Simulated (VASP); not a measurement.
# Cs2AgBiBr6 (Fm-3m) in VASP: reference runs

Reference runs on Cs2AgBiBr6: the cell as given.

All numbers are computed with VASP 6.6.1; they aren't measurements. Logs are shortened: lines on timing, memory, paths and dates and some standing lists are left out, and cuts for length are marked.

## (1) The crystal as given

Symmetry: Fm-3m, No. 225, cubic system. The conventional cell has a = 11.232 Å, b = 11.232 Å, c = 11.232 Å, α = 90.00°, β = 90.00°, γ = 90.00°. Bi (site symmetry m-3m) has 6 Br at 2.81 Å as nearest neighbours. Around Cs (site symmetry -43m) lie 12 Br at 3.97 Å. Around Ag (site symmetry m-3m) lie 6 Br at 2.80 Å. Br (site symmetry 4mm) has 1 Ag at 2.80 Å and 1 Bi at 2.81 Å as nearest neighbours.

## (2) Single point, PBEsol

INCAR

```
SYSTEM = Cs2AgBiBr6
PREC = Accurate ; ENCUT = 520
EDIFF = 1E-7 ; ISMEAR = -1
SIGMA = 0.05 ; LREAL = .False.
LASPH = .True. ; NELM = 80
ALGO = Normal ; ISIF = 2
LWAVE = .False. ; LCHARG = .False.
GGA = PS ; NBANDS = 54
KPAR = 4
```

KPOINTS

```
Automatic mesh
0
Gamma
  4 4 4
  0 0 0
```

POSCAR

```
Cs2AgBiBr6
1.0
    0.0000000000      5.6161000000      5.6161000000
    5.6161000000      0.0000000000      5.6161000000
    5.6161000000      5.6161000000      0.0000000000
Bi Cs Ag Br
1 2 1 6
Direct
    0.0000000000      0.0000000000      0.0000000000
    0.7500000000      0.7500000000      0.7500000000
    0.2500000000      0.2500000000      0.2500000000
    0.5000000000      0.5000000000      0.5000000000
    0.7494500000      0.7494500000      0.2505500000
    0.2505500000      0.2505500000      0.7494500000
    0.7494500000      0.2505500000      0.2505500000
    0.7494500000      0.2505500000      0.7494500000
    0.2505500000      0.7494500000      0.7494500000
    0.2505500000      0.7494500000      0.2505500000
```

Potentials or basis: VASP PAW PBE potentials, release 64 (Bi_d, Cs_sv, Ag, Br).

On the command line:

```
$ cat potpaw_PBE.64/Bi_d/POTCAR potpaw_PBE.64/Cs_sv/POTCAR potpaw_PBE.64/Ag/POTCAR potpaw_PBE.64/Br/POTCAR > POTCAR
$ mpirun -np 4 vasp_std > vasp.out
```

OUTCAR:

```text
SYSTEM = Cs2AgBiBr6
   PREC = Accurate
   ENCUT = 520
   EDIFF = 1E-7
   ISMEAR = -1
   LREAL = .False.
   LASPH = .True.
   NELM = 80
   ISIF = 2
   GGA = PS

 ion  position               nearest neighbor table
   1  0.000  0.000  0.000-   5 2.81   6 2.81   7 2.81   8 2.81   9 2.81  10 2.81
   2  0.750  0.750  0.750-
   3  0.250  0.250  0.250-
   4  0.500  0.500  0.500-   5 2.80   6 2.80   7 2.80   8 2.80   9 2.80  10 2.80
   5  0.749  0.749  0.251-   4 2.80   1 2.81
   6  0.251  0.251  0.749-   4 2.80   1 2.81
   7  0.749  0.251  0.251-   4 2.80   1 2.81
   8  0.749  0.251  0.749-   4 2.80   1 2.81
   9  0.251  0.749  0.749-   4 2.80   1 2.81
  10  0.251  0.749  0.251-   4 2.80   1 2.81

  LATTYP: Found a face centered cubic cell.
 ALAT       =    11.2322000000

  Lattice vectors:

 A1 = (   0.0000000000,   5.6161000000,   5.6161000000)
 A2 = (   5.6161000000,   0.0000000000,   5.6161000000)
 A3 = (   5.6161000000,   5.6161000000,   0.0000000000)

Analysis of symmetry for initial positions (statically):
=====================================================================
 Subroutine PRICEL returns:
 Original cell was already a primitive cell.

 Routine SETGRP: Setting up the symmetry group for a
 face centered cubic supercell.

 Subroutine GETGRP returns: Found 48 space group operations
 (whereof 48 operations were pure point group operations)
 out of a pool of 48 trial point group operations.

The static configuration has the point symmetry O_h .

Analysis of symmetry for dynamics (positions and initial velocities):
=====================================================================
 Subroutine PRICEL returns:
 Original cell was already a primitive cell.

 Routine SETGRP: Setting up the symmetry group for a
 face centered cubic supercell.

 Subroutine GETGRP returns: Found 48 space group operations
 (whereof 48 operations were pure point group operations)
 out of a pool of 48 trial point group operations.

The dynamic configuration has the point symmetry O_h .

 Subroutine INISYM returns: Found 48 space group operations
 (whereof 48 operations are pure point group operations),
 and found     1 'primitive' translations

[... 98 lines left out ...]
   NFREE  =      0    steps in history (QN), initial steepest desc. (CG)
   ISIF   =      2    stress and relaxation
   ISYM   =      2    0-nonsym 1-usesym 2-fastsym
   POTIM  = 0.5000    time-step for ionic-motion
   TEBEG  =    0.0;   TEEND  =   0.0 temperature during run
   PSTRESS=    0.0 pullay stress
   NELECT =      86.0000    total number of electrons
   NUPDOWN=      -1.0000    fix difference up-down
   EMIN   =  10.00;   EMAX   =-10.00  energy-range for DOS
   EFERMI =   0.00;   METHOD = LEGACY
   ISMEAR =    -1;   SIGMA  =   0.05  broadening in eV -4-tet -1-fermi 0-gaus
   EFERMI_NEDOS =   21; number of points for ismear=-14 and -15
   IALGO  =     38    algorithm
   IMIX   =      4    mixing-type and parameters
     AMIX     =   0.40;   BMIX     =  1.00
     AMIX_MAG =   1.60;   BMIX_MAG =  1.00
  volume/ion in A,a.u.               =      35.43       239.07
  Fermi-wavevector in a.u.,A,eV,Ry     =   1.021244  1.929871 14.190049  1.042939
  Thomas-Fermi vector in A             =   2.154858
   LORBIT       =      0    0 simple, 1 ext, 2 COOP (PROOUT), +10 PAW based schemes
   GGA     = PS    functional components
   LHFCALC =     F    Hartree Fock is set to
   AEXX    =    0.0000 exact exchange contribution
   IVDW    =     0    specifies the selected vdW correction
   LEPSILON=     F    determine dielectric tensor
   LRPA    =     F    only Hartree local field effects (RPA)
 non-spin polarized calculation
  energy-cutoff  :      520.00
  volume of cell :      354.27
 maximum number of plane-waves:      9577
   NGX = 29   NGY = 29   NGZ = 29

 number of electron      86.0000013 magnetization

 Free energy of the ion-electron system (eV)
  ---------------------------------------------------
  ext. energy  EPLUGINS =         0.00000000
  ---------------------------------------------------
  free energy    TOTEN  =       -31.79248445 eV

  energy without entropy =      -31.79248317  energy(sigma->0) =      -31.79248381

 E-fermi :   1.9020     XC(G=0):  -8.3620

 val. band max:        1.3174363027   @ k =   0.5000   0.5000   0.0000
 cond. band min:       2.4892213371   @ k =   0.5000   0.0000   0.0000
 fundamental gap:      1.1717850343
 Fermi energy:         1.9019716862

 k-point     1 :       0.0000    0.0000    0.0000
  band No.  band energies     occupation
      1     -21.6995      2.00000
      2     -21.6995      2.00000
      3     -21.6544      2.00000
      4     -21.6544      2.00000
      5     -21.6544      2.00000
      6     -19.4396      2.00000
[... 445 lines left out ...]
     53       7.2590      0.00000
     54       7.5646      0.00000

------------------------ aborting loop because EDIFF is reached ----------------------------------------

  FORCE on cell =-STRESS in cart. coord.  units (eV):
  Direction    XX          YY          ZZ          XY          YZ          ZX
  --------------------------------------------------------------------------------------
  -------------------------------------------------------------------------------------
  Total       -0.0308366     -0.0308366     -0.0308366      0.0000000      0.0000000      0.0000000
  in kB       -0.1394579     -0.1394579     -0.1394579      0.0000000      0.0000000      0.0000000
  external PRESSURE =      -0.1394579 kB  Pullay stress =       0.0000000 kB

 VOLUME and BASIS-vectors are now :
 -----------------------------------------------------------------------------
  energy-cutoff  :      520.00
  volume of cell :      354.27
      direct lattice vectors                 reciprocal lattice vectors
     0.000000000  5.616100000  5.616100000    -0.089029754  0.089029754  0.089029754
     5.616100000  0.000000000  5.616100000     0.089029754 -0.089029754  0.089029754
     5.616100000  5.616100000  0.000000000     0.089029754  0.089029754 -0.089029754

 POSITION                                       TOTAL-FORCE (eV/Angst)
 -----------------------------------------------------------------------------------
      0.00000      0.00000      0.00000        -0.000000      0.000000      0.000000
      8.42415      8.42415      8.42415        -0.000000      0.000000      0.000000
      2.80805      2.80805      2.80805        -0.000000      0.000000      0.000000
      5.61610      5.61610      5.61610        -0.000000      0.000000      0.000000
      5.61610      5.61610      8.41797        -0.000000      0.000000     -0.308107
      5.61610      5.61610      2.81423        -0.000000      0.000000      0.308107
      2.81423      5.61610      5.61610         0.308107      0.000000      0.000000
      5.61610      8.41797      5.61610        -0.000000     -0.308107      0.000000
      8.41797      5.61610      5.61610        -0.308107      0.000000      0.000000
      5.61610      2.81423      5.61610        -0.000000      0.308107      0.000000
 -----------------------------------------------------------------------------------
    total drift:                                0.000000      0.000000     -0.000000

  FREE ENERGIE OF THE ION-ELECTRON SYSTEM (eV)
  ---------------------------------------------------
  free  energy   TOTEN  =       -31.7924844477 eV

  energy  without entropy=      -31.7924831661  energy(sigma->0) =      -31.79248381
```

Wall time 75 s (4 MPI ranks of Intel Xeon Platinum 8488C (Sapphire Rapids), shared host); peak memory 0.58 GiB.

What came out:

```
Free energy            : -31.7925 eV
Pressure               : 0.0 GPa
Largest force          : 0.308 eV/Å
Band gap on the k mesh : 1.17 eV, indirect (least direct gap 2.39 eV)
```

Forces in eV/Å, atoms in the order of the input:
```
Bi   0.000  0.000  0.000
Cs   0.000  0.000  0.000
Cs   0.000  0.000  0.000
Ag   0.000  0.000  0.000
Br   0.000  0.000 -0.308
Br   0.000  0.000  0.308
Br   0.308  0.000  0.000
Br   0.000 -0.308  0.000
Br  -0.308  0.000  0.000
Br   0.000  0.308  0.000
```

Caveat: the PAW data sets were made with another functional, which shifts forces and pressure a little; spin-orbit coupling is left out, which as a rule narrows the gap of such compounds by several tenths of an eV. PBEsol gaps usually lie below the measured ones, often by a third to a half.
